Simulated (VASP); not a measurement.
# CdS (Fm-3m) in VASP: further runs, part 2 of 3

VASP 6.6.1. Earlier steps stand in the parts before.

### 3 Single point, PBEsol

Contents of INCAR:

```
  PREC = Accurate
  ENCUT = 520
  EDIFF = 1E-6
  ISMEAR = 0
  SIGMA = 0.1
  LREAL = F
  LASPH = T
  NELM = 80
  ALGO = Normal
  ISIF = 2
  LWAVE = F
  LCHARG = T
  GGA = PS
  LELF = T
  LVHAR = T
  NBANDS = 16
```

Contents of KPOINTS:

```
Automatic mesh
0
Gamma
  8 8 8
```

Contents of POSCAR:

```
CdS
1.0
    0.0000000000      2.7532440000      2.7532440000
    2.7532440000      0.0000000000      2.7532440000
    2.7532440000      2.7532440000      0.0000000000
Cd S
1 1
Cartesian
    0.0000000000      0.0000000000      0.0000000000
    2.7532440000      2.7532440000      2.7532440000
```

Potentials or basis: VASP PAW PBE potentials, release 64 (Cd, S).

The run is started by

```console
$ cat potpaw_PBE.64/Cd/POTCAR potpaw_PBE.64/S/POTCAR > POTCAR
$ mpirun -np 1 vasp_std > vasp.out
```

OUTCAR:

```text
PREC = Accurate
   ENCUT = 520
   EDIFF = 1E-6
   ISMEAR = 0
   LREAL = F
   LASPH = T
   NELM = 80
   ISIF = 2
   GGA = PS

 ion  position               nearest neighbor table
   1  0.000  0.000  0.000-   2 2.75   2 2.75   2 2.75   2 2.75   2 2.75   2 2.75
   2  0.500  0.500  0.500-   1 2.75   1 2.75   1 2.75   1 2.75   1 2.75   1 2.75

  LATTYP: Found a face centered cubic cell.
 ALAT       =     5.5064880000

  Lattice vectors:

 A1 = (   0.0000000000,   2.7532440000,   2.7532440000)
 A2 = (   2.7532440000,   0.0000000000,   2.7532440000)
 A3 = (   2.7532440000,   2.7532440000,   0.0000000000)

Analysis of symmetry for initial positions (statically):
=====================================================================
 Subroutine PRICEL returns:
 Original cell was already a primitive cell.

 Routine SETGRP: Setting up the symmetry group for a
 face centered cubic supercell.

 Subroutine GETGRP returns: Found 48 space group operations
 (whereof 48 operations were pure point group operations)
 out of a pool of 48 trial point group operations.

The static configuration has the point symmetry O_h .

Analysis of symmetry for dynamics (positions and initial velocities):
=====================================================================
 Subroutine PRICEL returns:
 Original cell was already a primitive cell.

 Routine SETGRP: Setting up the symmetry group for a
 face centered cubic supercell.

 Subroutine GETGRP returns: Found 48 space group operations
 (whereof 48 operations were pure point group operations)
 out of a pool of 48 trial point group operations.

The dynamic configuration has the point symmetry O_h .

 Subroutine INISYM returns: Found 48 space group operations
 (whereof 48 operations are pure point group operations),
 and found     1 'primitive' translations

----------------------------------------------------------------------------------------

                                     Primitive cell

  volume of cell :      41.7411

  direct lattice vectors                    reciprocal lattice vectors
     0.000000000  2.753244000  2.753244000    -0.181603955  0.181603955  0.181603955
     2.753244000  0.000000000  2.753244000     0.181603955 -0.181603955  0.181603955
     2.753244000  2.753244000  0.000000000     0.181603955  0.181603955 -0.181603955

  length of vectors
     3.893675005  3.893675005  3.893675005     0.314547277  0.314547277  0.314547277

  position of ions in fractional coordinates (direct lattice)
     0.000000000  0.000000000  0.000000000
     0.500000000  0.500000000  0.500000000

  ion indices of the primitive-cell ions
   primitive index   ion index
                 1           1
                 2           2

----------------------------------------------------------------------------------------

 KPOINTS: Automatic mesh

Automatic generation of k-mesh.
 Grid dimensions read from file:
 generate k-points for:    8    8    8

 Generating k-lattice:

  Cartesian coordinates                     Fractional coordinates (reciprocal lattice)
    -0.022700494  0.022700494  0.022700494     0.125000000  0.000000000  0.000000000
     0.022700494 -0.022700494  0.022700494     0.000000000  0.125000000  0.000000000
     0.022700494  0.022700494 -0.022700494     0.000000000  0.000000000  0.125000000

  Length of vectors
     0.039318410  0.039318410  0.039318410

  Shift w.r.t. Gamma in fractional coordinates (k-lattice)
     0.000000000  0.000000000  0.000000000

 Subroutine IBZKPT returns following result:
 ===========================================

 Found     29 irreducible k-points:

 Following reciprocal coordinates:
            Coordinates               Weight
  0.000000  0.000000  0.000000      1.000000
  0.125000  0.000000  0.000000      8.000000
  0.250000  0.000000  0.000000      8.000000
  0.375000  0.000000  0.000000      8.000000
  0.500000  0.000000  0.000000      4.000000
  0.125000  0.125000  0.000000      6.000000
[... 16 lines left out ...]
  0.500000  0.250000  0.125000     48.000000
 -0.375000  0.250000  0.125000     24.000000
 [... further k-points ...]
   k-points           NKPTS =     29   k-points in BZ     NKDIM =     29   number of bands    NBANDS=     16
   number of dos      NEDOS =    301   number of ions     NIONS =      2
   total plane-waves  NPLWV =  27000
   dimension x,y,z NGX =    30 NGY =   30 NGZ =   30
   dimension x,y,z NGXF=    60 NGYF=   60 NGZF=   60
   ions per type =               1   1
   NGX,Y,Z   is equivalent  to a cutoff of  12.81, 12.81, 12.81 a.u.
   NGXF,Y,Z  is equivalent  to a cutoff of  25.62, 25.62, 25.62 a.u.
 SYSTEM =  unknown system
   PREC   = accura    normal or accurate (medium, high low for compatibility)
   ISTART =      0    job   : 0-new  1-cont  2-samecut
   ICHARG =      2    charge: 1-file 2-atom 10-const
   ISPIN  =      1    spin polarized calculation?
   LNONCOLLINEAR =      F non collinear calculations
   LSORBIT =      F    spin-orbit coupling
   LASPH  =      T    aspherical Exc in radial PAW
   ENCUT  =  520.0 eV  38.22 Ry    6.18 a.u.   7.24  7.24  7.24*2*pi/ulx,y,z
   NELM   =     80;   NELMIN=  2; NELMDL= -5     # of ELM steps
   EDIFF  = 0.1E-05   stopping-criterion for ELM
   LREAL  =      F    real-space projection
   EDIFFG = 0.1E-04   stopping-criterion for IOM
   NSW    =      0    number of steps for IOM
   IBRION =     -1    ionic relax: 0-MD 1-quasi-New 2-CG
   NFREE  =      0    steps in history (QN), initial steepest desc. (CG)
   ISIF   =      2    stress and relaxation
   ISYM   =      2    0-nonsym 1-usesym 2-fastsym
   POTIM  = 0.5000    time-step for ionic-motion
   TEBEG  =    0.0;   TEEND  =   0.0 temperature during run
   PSTRESS=    0.0 pullay stress
   NELECT =      18.0000    total number of electrons
   NUPDOWN=      -1.0000    fix difference up-down
   EMIN   =  10.00;   EMAX   =-10.00  energy-range for DOS
   EFERMI =   0.00;   METHOD = LEGACY
   ISMEAR =     0;   SIGMA  =   0.10  broadening in eV -4-tet -1-fermi 0-gaus
   EFERMI_NEDOS =   21; number of points for ismear=-14 and -15
   IALGO  =     38    algorithm
   IMIX   =      4    mixing-type and parameters
     AMIX     =   0.40;   BMIX     =  1.00
     AMIX_MAG =   1.60;   BMIX_MAG =  1.00
  volume/ion in A,a.u.               =      20.87       140.84
  Fermi-wavevector in a.u.,A,eV,Ry     =   1.236833  2.337275 20.813583  1.529755
  Thomas-Fermi vector in A             =   2.371425
   LORBIT       =      0    0 simple, 1 ext, 2 COOP (PROOUT), +10 PAW based schemes
   GGA     = PS    functional components
   LHFCALC =     F    Hartree Fock is set to
   AEXX    =    0.0000 exact exchange contribution
   IVDW    =     0    specifies the selected vdW correction
   LEPSILON=     F    determine dielectric tensor
   LRPA    =     F    only Hartree local field effects (RPA)
 non-spin polarized calculation
 Gauss-broadening in eV      SIGMA  =   0.10
  energy-cutoff  :      520.00
  volume of cell :       41.74
 maximum number of plane-waves:      1158
 NGX is ok and might be reduce to    30
   NGX = 15   NGY = 15   NGZ = 15

 number of electron      18.0000005 magnetization

 Free energy of the ion-electron system (eV)
  ---------------------------------------------------
  ext. energy  EPLUGINS =         0.00000000
  ---------------------------------------------------
  free energy    TOTEN  =        -6.61901510 eV

  energy without entropy =       -6.61793184  energy(sigma->0) =       -6.61847347

 E-fermi :   2.7326     XC(G=0): -10.5086

 val. band max:        2.6128346381   @ k =   0.5000   0.0000   0.0000
 cond. band min:       2.7493237805   @ k =   0.5000   0.5000   0.0000
 fundamental gap:      0.1364891424
 Fermi energy:         2.7325972204

 k-point     1 :       0.0000    0.0000    0.0000
  band No.  band energies     occupation
      1     -10.0707      2.00000
      2      -4.9369      2.00000
      3      -4.9369      2.00000
      4      -4.9348      2.00000
      5      -4.9348      2.00000
      6      -4.9348      2.00000
[... 8 lines left out ...]
     15      13.7951      0.00000
     16      13.7951      0.00000
[... 419 lines left out ...]
 k-point    24 :      -0.3750    0.2500    0.1250
  band No.  band energies     occupation
      1      -8.9991      2.00000
      2      -5.1548      2.00000
      3      -5.0290      2.00000
      4      -4.9838      2.00000
      5      -4.7249      2.00000
      6      -4.6373      2.00000
[... 8 lines left out ...]
     15      14.7550      0.00000
     16      16.9379      0.00000

 [... further k-points ...]
[... 5 lines left out ...]
  --------------------------------------------------------------------------------------
  -------------------------------------------------------------------------------------
  Total       -1.0311743     -1.0311743     -1.0311743     -0.0000000      0.0000000     -0.0000000
  in kB      -39.5802510    -39.5802510    -39.5802510     -0.0000000      0.0000000     -0.0000000
  external PRESSURE =     -39.5802510 kB  Pullay stress =       0.0000000 kB

 VOLUME and BASIS-vectors are now :
 -----------------------------------------------------------------------------
  energy-cutoff  :      520.00
  volume of cell :       41.74
      direct lattice vectors                 reciprocal lattice vectors
     0.000000000  2.753244000  2.753244000    -0.181603955  0.181603955  0.181603955
     2.753244000  0.000000000  2.753244000     0.181603955 -0.181603955  0.181603955
     2.753244000  2.753244000  0.000000000     0.181603955  0.181603955 -0.181603955

 POSITION                                       TOTAL-FORCE (eV/Angst)
 -----------------------------------------------------------------------------------
      0.00000      0.00000      0.00000         0.000000      0.000000      0.000000
      2.75324      2.75324      2.75324        -0.000000      0.000000     -0.000000
 -----------------------------------------------------------------------------------
    total drift:                               -0.000000      0.000000      0.000000

  FREE ENERGIE OF THE ION-ELECTRON SYSTEM (eV)
  ---------------------------------------------------
  free  energy   TOTEN  =        -6.6190150969 eV

  energy  without entropy=       -6.6179318438  energy(sigma->0) =       -6.61847347
```

OSZICAR:

```text
N       E                     dE             d eps       ncg     rms          rms(c)
DAV:   1     0.102628358484E+03    0.10263E+03   -0.92409E+03   976   0.105E+03
DAV:   2    -0.364810537406E+01   -0.10628E+03   -0.99305E+02  1136   0.252E+02
DAV:   3    -0.713607428237E+01   -0.34880E+01   -0.34830E+01  1128   0.477E+01
DAV:   4    -0.715141509157E+01   -0.15341E-01   -0.15340E-01  1160   0.313E+00
DAV:   5    -0.715156300366E+01   -0.14791E-03   -0.14791E-03  1152   0.295E-01    0.687E+00
DAV:   6    -0.664611132508E+01    0.50545E+00   -0.83262E-01  1264   0.120E+01    0.586E+00
DAV:   7    -0.662282689690E+01    0.23284E-01   -0.13369E-01  1136   0.272E+00    0.300E+00
DAV:   8    -0.661933532170E+01    0.34916E-02   -0.16074E-02  1056   0.156E+00    0.228E-01
DAV:   9    -0.661900874125E+01    0.32658E-03   -0.17713E-03  1216   0.589E-01    0.483E-02
DAV:  10    -0.661900374271E+01    0.49985E-05   -0.20169E-04  1144   0.168E-01    0.452E-02
DAV:  11    -0.661901659769E+01   -0.12855E-04   -0.25708E-05  1136   0.459E-02    0.161E-02
DAV:  12    -0.661901533065E+01    0.12670E-05   -0.72516E-06  1136   0.236E-02    0.539E-03
DAV:  13    -0.661901509689E+01    0.23376E-06   -0.67217E-07   552   0.647E-03
   1 F= -.66190151E+01 E0= -.66184735E+01  d E =-.108325E-02
```

Run time: 12 s. Hardware: 1 thread of AMD EPYC 9R45 (Zen 5), shared host; peak memory 0.14 GiB.

What came out:

```yaml
Free_energy: -6.6190 eV
Pressure: -4.0 GPa
Band_gap_on_the_k_mesh: 0.14 eV, indirect (least direct gap 1.42 eV)
```

Caveat: the PAW data sets were made with another functional, which shifts forces and pressure a little.

### 4 Single point, PBEsol

Contents of run.py:

```python
from ase.calculators.vasp import Vasp
from ase.dft.bandgap import bandgap
from ase.io import read

atoms = read('CdS.cif', primitive_cell=True, subtrans_included=False)
calc = Vasp(
    directory='calc',
    xc='pbesol',
    pp='PBE',
    setups='materialsproject',
    prec='Accurate',
    encut=520,
    ediff=1e-06,
    ismear=0,
    sigma=0.1,
    lreal=False,
    lasph=True,
    nelm=60,
    algo='Normal',
    isif=2,
    lwave=False,
    lcharg=True,
    lelf=True,
    lvhar=True,
    kpts=[8, 8, 8],
    gamma=True,
    nbands=16,
)
atoms.calc = calc

print('energy (eV):', atoms.get_potential_energy())
print('free energy (eV):', atoms.get_potential_energy(force_consistent=True))
print('forces (eV/A):')
print(atoms.get_forces())
print('stress (eV/A^3, Voigt):', atoms.get_stress())
print('Fermi level (eV):', calc.get_fermi_level())
gap, top, bottom = bandgap(calc)
print('band gap (eV):', gap, 'from (spin, k, band)', top, 'to', bottom)
```

Contents of CdS.cif:

```cif
data_CdS
_cell_length_a 5.50648800
_cell_length_b 5.50648800
_cell_length_c 5.50648800
_cell_angle_alpha 90.00000000
_cell_angle_beta 90.00000000
_cell_angle_gamma 90.00000000
_space_group_name_H-M_alt 'Fm-3m'
_space_group_name_Hall '-F 4 2 3'
_space_group_IT_number 225
loop_
_space_group_symop_operation_xyz
'x,y,z'
'-x,-y,-z'
'-y,x,z'
'y,-x,-z'
'-x,-y,z'
'x,y,-z'
'y,-x,z'
'-y,x,-z'
'x,-y,-z'
'-x,y,z'
'-y,-x,-z'
'y,x,z'
'-x,y,-z'
'x,-y,z'
'y,x,-z'
'-y,-x,z'
'z,x,y'
'-z,-x,-y'
'z,-y,x'
'-z,y,-x'
'z,-x,-y'
'-z,x,y'
'z,y,-x'
'-z,-y,x'
'-z,x,-y'
'z,-x,y'
'-z,-y,-x'
'z,y,x'
'-z,-x,y'
'z,x,-y'
'-z,y,x'
'z,-y,-x'
'y,z,x'
'-y,-z,-x'
'x,z,-y'
'-x,-z,y'
'-y,z,-x'
'y,-z,x'
'-x,z,y'
'x,-z,-y'
'-y,-z,x'
'y,z,-x'
'-x,-z,-y'
'x,z,y'
'y,-z,-x'
'-y,z,x'
'x,-z,y'
'-x,z,-y'
'x,y+1/2,z+1/2'
'-x,-y+1/2,-z+1/2'
'-y,x+1/2,z+1/2'
'y,-x+1/2,-z+1/2'
[... 63 lines left out ...]
'-z+1/2,y,-x+1/2'
'z+1/2,-x,-y+1/2'
'-z+1/2,x,y+1/2'
'z+1/2,y,-x+1/2'
'-z+1/2,-y,x+1/2'
'-z+1/2,x,-y+1/2'
'z+1/2,-x,y+1/2'
'-z+1/2,-y,-x+1/2'
'z+1/2,y,x+1/2'
'-z+1/2,-x,y+1/2'
'z+1/2,x,-y+1/2'
'-z+1/2,y,x+1/2'
'z+1/2,-y,-x+1/2'
'y+1/2,z,x+1/2'
'-y+1/2,-z,-x+1/2'
'x+1/2,z,-y+1/2'
'-x+1/2,-z,y+1/2'
'-y+1/2,z,-x+1/2'
'y+1/2,-z,x+1/2'
'-x+1/2,z,y+1/2'
'x+1/2,-z,-y+1/2'
'-y+1/2,-z,x+1/2'
'y+1/2,z,-x+1/2'
'-x+1/2,-z,-y+1/2'
'x+1/2,z,y+1/2'
'y+1/2,-z,-x+1/2'
'-y+1/2,z,x+1/2'
'x+1/2,-z,y+1/2'
'-x+1/2,z,-y+1/2'
'x+1/2,y+1/2,z'
'-x+1/2,-y+1/2,-z'
'-y+1/2,x+1/2,z'
'y+1/2,-x+1/2,-z'
'-x+1/2,-y+1/2,z'
'x+1/2,y+1/2,-z'
'y+1/2,-x+1/2,z'
'-y+1/2,x+1/2,-z'
'x+1/2,-y+1/2,-z'
'-x+1/2,y+1/2,z'
'-y+1/2,-x+1/2,-z'
'y+1/2,x+1/2,z'
'-x+1/2,y+1/2,-z'
'x+1/2,-y+1/2,z'
'y+1/2,x+1/2,-z'
'-y+1/2,-x+1/2,z'
'z+1/2,x+1/2,y'
'-z+1/2,-x+1/2,-y'
'z+1/2,-y+1/2,x'
'-z+1/2,y+1/2,-x'
'z+1/2,-x+1/2,-y'
'-z+1/2,x+1/2,y'
'z+1/2,y+1/2,-x'
'-z+1/2,-y+1/2,x'
'-z+1/2,x+1/2,-y'
'z+1/2,-x+1/2,y'
'-z+1/2,-y+1/2,-x'
'z+1/2,y+1/2,x'
'-z+1/2,-x+1/2,y'
'z+1/2,x+1/2,-y'
'-z+1/2,y+1/2,x'
'z+1/2,-y+1/2,-x'
'y+1/2,z+1/2,x'
'-y+1/2,-z+1/2,-x'
'x+1/2,z+1/2,-y'
'-x+1/2,-z+1/2,y'
'-y+1/2,z+1/2,-x'
'y+1/2,-z+1/2,x'
'-x+1/2,z+1/2,y'
'x+1/2,-z+1/2,-y'
'-y+1/2,-z+1/2,x'
'y+1/2,z+1/2,-x'
'-x+1/2,-z+1/2,-y'
'x+1/2,z+1/2,y'
'y+1/2,-z+1/2,-x'
'-y+1/2,z+1/2,x'
'x+1/2,-z+1/2,y'
'-x+1/2,z+1/2,-y'
loop_
_atom_site_label
_atom_site_type_symbol
_atom_site_symmetry_multiplicity
_atom_site_Wyckoff_symbol
_atom_site_fract_x
_atom_site_fract_y
_atom_site_fract_z
_atom_site_occupancy
Cd1 Cd 4 a 0.0000000000 0.0000000000 0.0000000000 1
S1 S 4 b 0.5000000000 0.0000000000 0.0000000000 1
```

The run is started by

```console
$ python run.py
```

Wall time 14 s (1 thread of AMD EPYC 9R45 (Zen 5), shared host); peak memory 0.14 GiB.

The run converged. Its results:

```yaml
Free_energy: -6.6190 eV
Pressure: -4.0 GPa
Band_gap_on_the_k_mesh: 0.14 eV, indirect (least direct gap 1.42 eV)
```

Levels at points of the mesh, in eV from the valence-band top:
```
           k point  band 7  band 8  band 9  band 10  band 11  band 12
(0.00, 0.00, 0.00)   -0.71   -0.71   -0.71     0.71     9.15     9.15
(0.50, 0.00, 0.00)   -4.82    0.00    0.00     3.37     5.81     5.81
(0.50, 0.50, 0.00)   -4.18   -2.09   -2.09     0.14     5.93     9.61
```

Caveat: the PAW data sets were made with another functional, which shifts forces and pressure a little. A hybrid or GW would open this gap; PBEsol tends to underestimate it.

(Part 2 of 3 ends here.)
